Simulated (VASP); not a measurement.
A run of VASP 6.6.1 is set up as follows.

File POSCAR:

```
HfN
1.0
    3.1339080219      0.0000000000      0.0000000000
   -1.5669540110      2.7140439601      0.0000000000
    0.0000000000      0.0000000000      5.4167677200
Hf N
2 2
Direct
    0.3333333333      0.6666666667      0.2500000000
    0.6666666667      0.3333333333      0.7500000000
    0.0000000000      0.0000000000      0.5000000000
    0.0000000000      0.0000000000      0.0000000000
```

Contents of INCAR.step1:

```
SYSTEM = HfN
  PREC = Accurate
  ENCUT = 600
  EDIFF = 1E-8
  ISMEAR = 0
  SIGMA = 0.02
  LREAL = .False.
  LASPH = .True.
  NELM = 100
  ALGO = Normal
  ISIF = 3
  LWAVE = .False.
  LCHARG = .False.
  IBRION = 2
  NSW = 40
  EDIFFG = -0.002
  KPAR = 4
```

Contents of INCAR.step2:

```
SYSTEM = HfN
  PREC = Accurate
  ENCUT = 600
  EDIFF = 1E-8
  ISMEAR = 0
  SIGMA = 0.02
  LREAL = .False.
  LASPH = .True.
  NELM = 100
  ALGO = Normal
  ISIF = 2
  LWAVE = .False.
  LCHARG = .False.
  IBRION = 8
  NSW = 1
  LEPSILON = .True.
  KPAR = 4
```

File KPOINTS:

```
Automatic mesh
0
Gamma
  10 10 6
  0 0 0
```

Potentials or basis: VASP PAW LDA potentials, release 64 (Hf_pv, N).

The run is started by

```console
$ cat potpaw_LDA.64/Hf_pv/POTCAR potpaw_LDA.64/N/POTCAR > POTCAR
$ cp INCAR.step1 INCAR
$ mpirun -np 4 vasp_std > vasp.out
$ cp CONTCAR POSCAR
$ cp INCAR.step2 INCAR
$ mpirun -np 4 vasp_std > vasp.out
```

Predict the electronic dielectric tensor (diagonal).

15.46, 15.46, 8.01.

What does it give for the Born charges (mean of the diagonal)?

Hf +2.74; N -2.74 e.

Predict the highest phonon frequency at Γ, LO-TO splitting left out.

694 cm⁻¹.

Born effective charge tensors (e):
atom 1, Hf
```
2.46 0.00 0.00
0.00 2.46 0.00
0.00 0.00 3.31
```
atom 2, Hf
```
2.46 0.00 0.00
0.00 2.46 0.00
0.00 0.00 3.31
```
atom 3, N
```
-2.46  0.00  0.00
 0.00 -2.46  0.00
 0.00  0.00 -3.31
```
atom 4, N
```
-2.46  0.00  0.00
 0.00 -2.46  0.00
 0.00  0.00 -3.31
```

Spin-orbit coupling is left out, which matters for the levels of Hf.
